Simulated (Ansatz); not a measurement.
A calculation with Ansatz 0.2.0 of CuI (Marshite) (ASE script, structure from a POSCAR):

run.py

```python
import json

import ase.io
import numpy as np
from ase.calculators.calculator import CalculationFailed, Calculator
from ase.stress import full_3x3_to_voigt_6_stress
from ase.units import GPa

import ansatz as az

class AnsatzCalculator(Calculator):
    implemented_properties = ["energy", "free_energy", "forces", "stress", "magmom"]

    def calculate(self, atoms, properties, system_changes):
        super().calculate(atoms, properties, system_changes)
        structure = atoms.copy()
        structure.set_constraint()
        structure.set_momenta(None)
        structure.set_masses(None)
        outcome = (
            az.Crystal.from_ase(structure)
            .calculation()
            .basis(xc_grid=2)
            .kpoints(8, 8, 8)
            .functional(exchange="b88", correlation="pbe")
            .pseudopotentials(kind="paw")
            .scf(tolerance=2e-10)
            .occupations(method="fermi_dirac", width=0.01)
            .forces()
            .stress()
            .run(threads=2)
        )
        if not outcome.report["converged"]:
            raise CalculationFailed("SCF not converged")
        report = outcome.report
        self.results = {
            "free_energy": report["lagrangian_ev"],
            "energy": report["lagrangian_ev"],
            "forces": np.array(report["forces_ev_ang"]),
            "stress": -GPa * full_3x3_to_voigt_6_stress(report["stress_gpa"]),
            "magmom": report["magnetization_mub"],
        }

np.set_printoptions(precision=5, suppress=True, linewidth=110)
atoms = ase.io.read("POSCAR", format="vasp")
atoms.calc = AnsatzCalculator()
print(f"free energy {atoms.get_potential_energy():.6f} eV")
print("forces (eV/A)", atoms.get_forces(), sep="\n")
print("stress (GPa, Voigt, tension positive)", atoms.get_stress() / GPa, sep="\n")
print(f"moment {atoms.get_magnetic_moment():.4f} muB")
```

POSCAR

```
CuI
1.0
    0.0000000000      3.0315000000      3.0315000000
    3.0315000000      0.0000000000      3.0315000000
    3.0315000000      3.0315000000      0.0000000000
I Cu
1 1
Direct
    0.0000000000      0.0000000000      0.0000000000
    0.7500000000      0.7500000000      0.7500000000
```

Potentials or basis: Ansatz PAW.

Run with:

```bash
$ python run.py
```

Q: Write the same calculation in another form: native input, structure typed inline.

A: As run:

Contents of input.yaml:

```yaml
crystal:
  lattice:
    - [0.0, 3.0315, 3.0315]
    - [3.0315, 0.0, 3.0315]
    - [3.0315, 3.0315, 0.0]
  atoms:
    - { symbol: I, position: [0.0, 0.0, 0.0] }
    - { symbol: Cu, position: [0.75, 0.75, 0.75] }
hamiltonian:
  xc: { exchange: b88, correlation: pbe }
  pseudopotentials: { kind: paw }
kpoints:
  mp_grid: { grid: [8, 8, 8] }
scf:
  occupations: { method: fermi_dirac, width: 0.01 }
output:
  forces: true
  stress: true
  eigenvalues: true
```

Potentials or basis: Ansatz PAW.

The run is started by

```bash
$ ansatz run input.yaml --threads 2 --pin off --max-ram 5120MiB --backend cpu --events-out ev --progress --plain --runs-dir out
```

Both were run:

|  | ASE script, structure from a POSCAR | native input, structure typed inline |
| --- | --- | --- |
| Pressure | 0.3 GPa | 0.3 GPa |
| Band gap on the k mesh | 1.13 eV | 1.13 eV, direct |

Keys that steer only the numerical path or the files written may differ.

Caveat: spin-orbit coupling is left out, which moves the levels of the heavy elements; the PAW data sets come from PBE, with cores solved anew for the run's functional, which leaves a small shift of forces and pressure.
